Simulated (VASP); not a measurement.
# Ge: parallel tempering

Ge, Fd-3m (no. 227), 32 atoms in the cell. PBE, parallel tempering; PAW potentials Ge (PBE set).

Ensemble: parallel tempering; Forces from: machine-learned force field; Force field trained on: 32 atoms, 2x2x2 mesh; Temperatures (K): 400, 420, 441, 463; Steps between swap attempts: 20.

## Input

01/INCAR:
```
ML_LMLFF = .TRUE.
ML_MODE = run
ML_OUTBLOCK = 10
IBRION = 0
ISYM = 0
ISIF = 2
NSW = 20000
POTIM = 3.0
MDALGO = 3
LANGEVIN_GAMMA = 10
RANDOM_SEED = 372124 0 0
IMAGES = 4
LTEMPER = .TRUE.
NTEMPER = 20
TEBEG = 400
TEEND = 400
```

02/INCAR:
```
ML_LMLFF = .TRUE.
ML_MODE = run
ML_OUTBLOCK = 10
IBRION = 0
ISYM = 0
ISIF = 2
NSW = 20000
POTIM = 3.0
MDALGO = 3
LANGEVIN_GAMMA = 10
RANDOM_SEED = 372125 0 0
IMAGES = 4
LTEMPER = .TRUE.
NTEMPER = 20
TEBEG = 420
TEEND = 420
```

03/INCAR:
```
ML_LMLFF = .TRUE.
ML_MODE = run
ML_OUTBLOCK = 10
IBRION = 0
ISYM = 0
ISIF = 2
NSW = 20000
POTIM = 3.0
MDALGO = 3
LANGEVIN_GAMMA = 10
RANDOM_SEED = 372126 0 0
IMAGES = 4
LTEMPER = .TRUE.
NTEMPER = 20
TEBEG = 441
TEEND = 441
```

04/INCAR:
```
ML_LMLFF = .TRUE.
ML_MODE = run
ML_OUTBLOCK = 10
IBRION = 0
ISYM = 0
ISIF = 2
NSW = 20000
POTIM = 3.0
MDALGO = 3
LANGEVIN_GAMMA = 10
RANDOM_SEED = 372127 0 0
IMAGES = 4
LTEMPER = .TRUE.
NTEMPER = 20
TEBEG = 463
TEEND = 463
```

INCAR:
```
SYSTEM = Ge
IBRION = 0
IMAGES = 4
ISIF = 2
ISYM = 0
LANGEVIN_GAMMA = 10
LTEMPER = .TRUE.
MDALGO = 3
ML_LMLFF = .TRUE.
ML_MODE = run
ML_OUTBLOCK = 10
NSW = 20000
NTEMPER = 20
POTIM = 3.0
RANDOM_SEED = 372124 0 0
TEBEG = 400
TEEND = 400
```

KPOINTS:
```
k-points
0
Gamma
  1 1 1
```

01/POSCAR:
```
Ge
1.0
    0.0000000000      5.6578200000      5.6578200000
    5.6578200000      0.0000000000      5.6578200000
   11.3156400000     11.3156400000      0.0000000000
Ge
32
Direct
    0.3750000000      0.3750000000      0.1875000000
    0.3750000000      0.3750000000      0.4375000000
    0.3750000000      0.3750000000      0.6875000000
    0.3750000000      0.3750000000      0.9375000000
    0.3750000000      0.8750000000      0.1875000000
    0.3750000000      0.8750000000      0.4375000000
    0.3750000000      0.8750000000      0.6875000000
    0.3750000000      0.8750000000      0.9375000000
    0.8750000000      0.3750000000      0.1875000000
    0.8750000000      0.3750000000      0.4375000000
    0.8750000000      0.3750000000      0.6875000000
    0.8750000000      0.3750000000      0.9375000000
    0.8750000000      0.8750000000      0.1875000000
    0.8750000000      0.8750000000      0.4375000000
    0.8750000000      0.8750000000      0.6875000000
    0.8750000000      0.8750000000      0.9375000000
    0.2500000000      0.2500000000      0.1250000000
    0.2500000000      0.2500000000      0.3750000000
    0.2500000000      0.2500000000      0.6250000000
    0.2500000000      0.2500000000      0.8750000000
    0.2500000000      0.7500000000      0.1250000000
    0.2500000000      0.7500000000      0.3750000000
    0.2500000000      0.7500000000      0.6250000000
    0.2500000000      0.7500000000      0.8750000000
    0.7500000000      0.2500000000      0.1250000000
    0.7500000000      0.2500000000      0.3750000000
    0.7500000000      0.2500000000      0.6250000000
    0.7500000000      0.2500000000      0.8750000000
    0.7500000000      0.7500000000      0.1250000000
    0.7500000000      0.7500000000      0.3750000000
    0.7500000000      0.7500000000      0.6250000000
    0.7500000000      0.7500000000      0.8750000000
```

02/POSCAR:
```
Ge
1.0
    0.0000000000      5.6578200000      5.6578200000
    5.6578200000      0.0000000000      5.6578200000
   11.3156400000     11.3156400000      0.0000000000
Ge
32
Direct
    0.3750000000      0.3750000000      0.1875000000
    0.3750000000      0.3750000000      0.4375000000
    0.3750000000      0.3750000000      0.6875000000
    0.3750000000      0.3750000000      0.9375000000
    0.3750000000      0.8750000000      0.1875000000
    0.3750000000      0.8750000000      0.4375000000
    0.3750000000      0.8750000000      0.6875000000
    0.3750000000      0.8750000000      0.9375000000
    0.8750000000      0.3750000000      0.1875000000
    0.8750000000      0.3750000000      0.4375000000
    0.8750000000      0.3750000000      0.6875000000
    0.8750000000      0.3750000000      0.9375000000
    0.8750000000      0.8750000000      0.1875000000
    0.8750000000      0.8750000000      0.4375000000
    0.8750000000      0.8750000000      0.6875000000
    0.8750000000      0.8750000000      0.9375000000
    0.2500000000      0.2500000000      0.1250000000
    0.2500000000      0.2500000000      0.3750000000
    0.2500000000      0.2500000000      0.6250000000
    0.2500000000      0.2500000000      0.8750000000
    0.2500000000      0.7500000000      0.1250000000
    0.2500000000      0.7500000000      0.3750000000
    0.2500000000      0.7500000000      0.6250000000
    0.2500000000      0.7500000000      0.8750000000
    0.7500000000      0.2500000000      0.1250000000
    0.7500000000      0.2500000000      0.3750000000
    0.7500000000      0.2500000000      0.6250000000
    0.7500000000      0.2500000000      0.8750000000
    0.7500000000      0.7500000000      0.1250000000
    0.7500000000      0.7500000000      0.3750000000
    0.7500000000      0.7500000000      0.6250000000
    0.7500000000      0.7500000000      0.8750000000
```

03/POSCAR:
```
Ge
1.0
    0.0000000000      5.6578200000      5.6578200000
    5.6578200000      0.0000000000      5.6578200000
   11.3156400000     11.3156400000      0.0000000000
Ge
32
Direct
    0.3750000000      0.3750000000      0.1875000000
    0.3750000000      0.3750000000      0.4375000000
    0.3750000000      0.3750000000      0.6875000000
    0.3750000000      0.3750000000      0.9375000000
    0.3750000000      0.8750000000      0.1875000000
    0.3750000000      0.8750000000      0.4375000000
    0.3750000000      0.8750000000      0.6875000000
    0.3750000000      0.8750000000      0.9375000000
    0.8750000000      0.3750000000      0.1875000000
    0.8750000000      0.3750000000      0.4375000000
    0.8750000000      0.3750000000      0.6875000000
    0.8750000000      0.3750000000      0.9375000000
    0.8750000000      0.8750000000      0.1875000000
    0.8750000000      0.8750000000      0.4375000000
    0.8750000000      0.8750000000      0.6875000000
    0.8750000000      0.8750000000      0.9375000000
    0.2500000000      0.2500000000      0.1250000000
    0.2500000000      0.2500000000      0.3750000000
    0.2500000000      0.2500000000      0.6250000000
    0.2500000000      0.2500000000      0.8750000000
    0.2500000000      0.7500000000      0.1250000000
    0.2500000000      0.7500000000      0.3750000000
    0.2500000000      0.7500000000      0.6250000000
    0.2500000000      0.7500000000      0.8750000000
    0.7500000000      0.2500000000      0.1250000000
    0.7500000000      0.2500000000      0.3750000000
    0.7500000000      0.2500000000      0.6250000000
    0.7500000000      0.2500000000      0.8750000000
    0.7500000000      0.7500000000      0.1250000000
    0.7500000000      0.7500000000      0.3750000000
    0.7500000000      0.7500000000      0.6250000000
    0.7500000000      0.7500000000      0.8750000000
```

04/POSCAR:
```
Ge
1.0
    0.0000000000      5.6578200000      5.6578200000
    5.6578200000      0.0000000000      5.6578200000
   11.3156400000     11.3156400000      0.0000000000
Ge
32
Direct
    0.3750000000      0.3750000000      0.1875000000
    0.3750000000      0.3750000000      0.4375000000
    0.3750000000      0.3750000000      0.6875000000
    0.3750000000      0.3750000000      0.9375000000
    0.3750000000      0.8750000000      0.1875000000
    0.3750000000      0.8750000000      0.4375000000
    0.3750000000      0.8750000000      0.6875000000
    0.3750000000      0.8750000000      0.9375000000
    0.8750000000      0.3750000000      0.1875000000
    0.8750000000      0.3750000000      0.4375000000
    0.8750000000      0.3750000000      0.6875000000
    0.8750000000      0.3750000000      0.9375000000
    0.8750000000      0.8750000000      0.1875000000
    0.8750000000      0.8750000000      0.4375000000
    0.8750000000      0.8750000000      0.6875000000
    0.8750000000      0.8750000000      0.9375000000
    0.2500000000      0.2500000000      0.1250000000
    0.2500000000      0.2500000000      0.3750000000
    0.2500000000      0.2500000000      0.6250000000
    0.2500000000      0.2500000000      0.8750000000
    0.2500000000      0.7500000000      0.1250000000
    0.2500000000      0.7500000000      0.3750000000
    0.2500000000      0.7500000000      0.6250000000
    0.2500000000      0.7500000000      0.8750000000
    0.7500000000      0.2500000000      0.1250000000
    0.7500000000      0.2500000000      0.3750000000
    0.7500000000      0.2500000000      0.6250000000
    0.7500000000      0.2500000000      0.8750000000
    0.7500000000      0.7500000000      0.1250000000
    0.7500000000      0.7500000000      0.3750000000
    0.7500000000      0.7500000000      0.6250000000
    0.7500000000      0.7500000000      0.8750000000
```

Commands:
```
cat potpaw_PBE.64/Ge/POTCAR > POTCAR
cp ../ML_FF ML_FF
cp ../ML_FF 01/ML_FF
cp ../ML_FF 02/ML_FF
cp ../ML_FF 03/ML_FF
cp ../ML_FF 04/ML_FF
mpirun -np 8 vasp_std > vasp.out
```

## Result

Averages by image:

| Image | Mean temperature (K) | Mean potential energy (eV/atom) |
|---|---|---|
| 1 | 424 | -4.4378 |
| 2 | 422 | -4.4380 |
| 3 | 427 | -4.4371 |
| 4 | 422 | -4.4380 |

The forces come from a machine-learned force field (ML_FF), trained on the fly in a run of its own on 32 atoms, 2x2x2 mesh; that run isn't part of the input shown.

01/OSZICAR:
```
10 T=   215. E= -.14177926E+03 F= -.14267043E+03 E0= -.14267043E+03  EK= 0.89117E+00 SP= 0.00E+00 SK= 0.00E+00
     20 T=   357. E= -.14149668E+03 F= -.14297298E+03 E0= -.14297298E+03  EK= 0.14763E+01 SP= 0.00E+00 SK= 0.00E+00
[... electronic steps left out from here on, one line in 133 kept ...]
     30 T=   287. E= -.14120331E+03 F= -.14239035E+03 E0= -.14239035E+03  EK= 0.11870E+01 SP= 0.00E+00 SK= 0.00E+00
   1460 T=   444. E= -.14004813E+03 F= -.14188285E+03 E0= -.14188285E+03  EK= 0.18347E+01 SP= 0.00E+00 SK= 0.00E+00
   2880 T=   437. E= -.13963016E+03 F= -.14143879E+03 E0= -.14143879E+03  EK= 0.18086E+01 SP= 0.00E+00 SK= 0.00E+00
   4310 T=   421. E= -.14025039E+03 F= -.14199087E+03 E0= -.14199087E+03  EK= 0.17405E+01 SP= 0.00E+00 SK= 0.00E+00
   5730 T=   522. E= -.13971643E+03 F= -.14187623E+03 E0= -.14187623E+03  EK= 0.21598E+01 SP= 0.00E+00 SK= 0.00E+00
   7160 T=   362. E= -.14041646E+03 F= -.14191467E+03 E0= -.14191467E+03  EK= 0.14982E+01 SP= 0.00E+00 SK= 0.00E+00
   8580 T=   394. E= -.14083935E+03 F= -.14246742E+03 E0= -.14246742E+03  EK= 0.16281E+01 SP= 0.00E+00 SK= 0.00E+00
  10010 T=   481. E= -.14012558E+03 F= -.14211444E+03 E0= -.14211444E+03  EK= 0.19889E+01 SP= 0.00E+00 SK= 0.00E+00
  11440 T=   485. E= -.13986100E+03 F= -.14186779E+03 E0= -.14186779E+03  EK= 0.20068E+01 SP= 0.00E+00 SK= 0.00E+00
  12860 T=   422. E= -.14063905E+03 F= -.14238430E+03 E0= -.14238430E+03  EK= 0.17453E+01 SP= 0.00E+00 SK= 0.00E+00
  14290 T=   366. E= -.14005363E+03 F= -.14156639E+03 E0= -.14156639E+03  EK= 0.15128E+01 SP= 0.00E+00 SK= 0.00E+00
  15710 T=   483. E= -.14007627E+03 F= -.14207302E+03 E0= -.14207302E+03  EK= 0.19968E+01 SP= 0.00E+00 SK= 0.00E+00
  17140 T=   393. E= -.14034063E+03 F= -.14196805E+03 E0= -.14196805E+03  EK= 0.16274E+01 SP= 0.00E+00 SK= 0.00E+00
  18560 T=   653. E= -.13929273E+03 F= -.14199252E+03 E0= -.14199252E+03  EK= 0.26998E+01 SP= 0.00E+00 SK= 0.00E+00
  19990 T=   438. E= -.14048979E+03 F= -.14230110E+03 E0= -.14230110E+03  EK= 0.18113E+01 SP= 0.00E+00 SK= 0.00E+00
  20000 T=   345. E= -.14059807E+03 F= -.14202648E+03 E0= -.14202648E+03  EK= 0.14284E+01 SP= 0.00E+00 SK= 0.00E+00
```

VASP 6.6.1 took 25 s on 8 cores (AMD EPYC 9R45 (Zen 5)), a shared host.
